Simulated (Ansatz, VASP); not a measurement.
This is a calculation of CdSe for VASP 6.6.1.

Contents of INCAR:

```
ALGO     = Fast           # electronic algorithm
EDIFF    = 1E-6           # SCF threshold, eV
ENCUT    = 520            # plane-wave cutoff, eV
GGA      = PE             # functional
ISIF     = 2              # what is computed and relaxed
ISMEAR   = -1             # smearing method
LASPH    = True           # aspherical terms in the spheres
LCHARG   = False          # write CHGCAR
LREAL    = False          # projectors in reciprocal space
LWAVE    = False          # write WAVECAR
NBANDS   = 16             # bands
NELM     = 60             # most SCF steps
PREC     = Accurate       # precision mode
SIGMA    = 0.05           # smearing width, eV
```

KPOINTS

```
k-points
0
Gamma
  8 8 8
```

File POSCAR:

```
CdSe
1.0
    0.0000000000      2.8739580000      2.8739580000
    2.8739580000      0.0000000000      2.8739580000
    2.8739580000      2.8739580000      0.0000000000
Cd Se
1 1
Direct
    0.0000000000      0.0000000000      0.0000000000
    0.5000000000      0.5000000000      0.5000000000
```

Potentials or basis: VASP PAW PBE potentials, release 64 (Cd, Se).

The run is started by

```bash
$ cat potpaw_PBE.64/Cd/POTCAR potpaw_PBE.64/Se/POTCAR > POTCAR
$ mpirun -np 1 vasp_std > vasp.out
```

Problem. Translate it to Ansatz 0.2.0. Potentials there: all-electron LAPW, scalar-relativistic.

Solution. As run (the cutoff follows the program's own potentials):

Contents of input.yaml:

```yaml
crystal:
  lattice:
    - [0.0, 2.873958, 2.873958]
    - [2.873958, 0.0, 2.873958]
    - [2.873958, 2.873958, 0.0]
  atoms:
    - { symbol: Cd, position: [0.0, 0.0, 0.0] }
    - { symbol: Se, position: [0.5, 0.5, 0.5] }
kpoints:
  mp_grid: { grid: [8, 8, 8] }
scf:
  occupations: { method: fermi_dirac, width: 0.05 }
hamiltonian:
  xc: pbe
  pseudopotentials: { kind: all_electron, lapw: { basis_error: 0.0005 } }
output:
  forces: true
  stress: true
  eigenvalues: true
```

Potentials or basis: all-electron LAPW, scalar-relativistic.

Command:

```sh
$ ansatz run input.yaml --threads 1 --pin off --max-ram 2560MiB --backend cpu --events-out ev --progress --plain --runs-dir out
```

Both were run:

|  | VASP | Ansatz | Ansatz less VASP |
| --- | --- | --- | --- |
| gap on the k mesh at the Fermi level (eV) | none | none | - |
| pressure (GPa) | 0.0 | -0.3 | -0.33 |

A gap of «none» marks a metal or a gap that the smearing closes. Ansatz ran all-electron here, so the differences hold the error of VASP's frozen core and of both bases.
